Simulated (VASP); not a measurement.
Here is a VASP 6.6.1 calculation.

The input INCAR:

```
ALGO = Fast ; EDIFF = 1E-6
ENCUT = 520 ; GGA = PS
ISIF = 2 ; ISMEAR = 0
LASPH = T ; LCHARG = F
LREAL = F ; LWAVE = F
NBANDS = 19 ; NELM = 100
PREC = Accurate ; SIGMA = 0.1
```

File KPOINTS:

```
k-points
0
Gamma
  16 16 16
```

File POSCAR:

```
Cd
1.0
   -2.8584392528      2.8584392528      1.4429259457
    2.8584392528     -2.8584392528      1.4429259457
    2.8584392528      2.8584392528     -1.4429259457
Cd
2
Direct
    0.7500000000      0.2500000000      0.5000000000
    0.0000000000      0.0000000000      0.0000000000
```

Potentials or basis: VASP PAW PBE potentials, release 64 (Cd).

Command:

```sh
$ cat potpaw_PBE.64/Cd/POTCAR > POTCAR
$ mpirun -np 1 vasp_std > vasp.out
```

Question: Estimate the band gap on the k mesh.

Answer: None (metal or under the smearing width).

Question: What does it give for the pressure?

Answer: 0.3 GPa.

Stress tensor (GPa, compression positive):
```
0.27 0.00 0.00
0.00 0.27 0.00
0.00 0.00 0.36
```

Caveat: the PAW data sets were made with another functional, which shifts forces and pressure a little.
